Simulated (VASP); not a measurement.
A run of VASP 6.6.1:

The input INCAR:

```
SYSTEM = Ta
  PREC = Accurate
  ENCUT = 600
  EDIFF = 1E-7
  ISMEAR = 0
  SIGMA = 0.1
  LREAL = .FALSE.
  LASPH = .TRUE.
  NELM = 60
  ALGO = Fast
  ISIF = 3
  LWAVE = .FALSE.
  LCHARG = .FALSE.
  GGA = PE
  IBRION = 2
  NSW = 90
  EDIFFG = -0.005
```

KPOINTS

```
Automatic mesh
0
G
  18 18 10
  0 0 0
```

The input POSCAR:

```
Ta
1.0
    2.9416827500      0.0000000000      0.0000000000
   -1.4708413800      2.5475719900      0.0000000000
    0.0000000000      0.0000000000      4.8037679400
Ta
2
Direct
    0.3333333300      0.6666666700      0.2500000000
    0.6666666700      0.3333333300      0.7500000000
```

Potentials or basis: VASP PAW PBE potentials, release 64 (Ta_pv).

Command:

```console
$ cat potpaw_PBE.64/Ta_pv/POTCAR > POTCAR
$ mpirun -np 1 vasp_std > vasp.out
```

Hardware: 1 thread of Intel(R) Xeon(R) 6975P-C (Granite Rapids), on a shared host.

Estimate the wall time of this run.

It took 5.2 min on 1 thread of Intel(R) Xeon(R) 6975P-C (Granite Rapids), with other jobs on the host, peak memory 0.27 GiB. Counts: scf iterations 112, k points 222, ion steps 9.
